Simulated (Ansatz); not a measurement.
## TePt: band structure with PBEsol

Crystal: TePt.

```
Pt Te
1.0
     1.98157    1.14406    6.66103
    -1.98157    1.14406    6.66103
     0.00000   -2.28812    6.66103
Pt Te
2 2
Cartesian
  0.0000 0.0000 2.5911
  0.0000 0.0000 17.3920
  0.0000 0.0000 8.0332
  0.0000 0.0000 11.9499
```

```
Program             : Ansatz 0.2.0
Task                : band structure
Functional          : PBEsol
Potentials or basis : all-electron LAPW, scalar-relativistic
Cutoff              : 288 eV (chosen from the basis error)
Basis error allowed : 0.002 eV/atom
k mesh              : 8 × 8 × 8
Occupations         : fermi-dirac, width 0.05 eV
Spin                : no spin polarisation
```

The pressure is -0.3 GPa and the largest force is 0.193 eV/Å. The band gap along the path is none (metal or under the smearing width).

Forces on the atoms (eV/Å):
```
Pt   0.000  0.000  0.193
Pt   0.000  0.000 -0.193
Te   0.000  0.000 -0.086
Te   0.000  0.000  0.086
```

Stress tensor (GPa, compression positive):
```
-0.20  0.00  0.00
 0.00 -0.20  0.00
 0.00  0.00 -0.57
```

Levels at the corners of the path, in eV from the Fermi level:
```tsv
point	band 63	band 64	band 65	band 66	band 67	band 68	band 69	band 70
Γ	-1.76	0.69	0.69	0.86	1.25	2.87	2.87	4.57
L	-2.52	-1.99	-1.88	-1.06	0.31	1.35	1.96	3.78
B1	-2.37	-2.05	-1.29	-1.27	-0.38	1.11	3.36	3.40
```

Wall time 69 s on 2 threads of Arm Neoverse V1 (shared host), peak memory 0.96 GiB.

Caveat: spin-orbit coupling is left out, which moves the levels of the heavy elements.
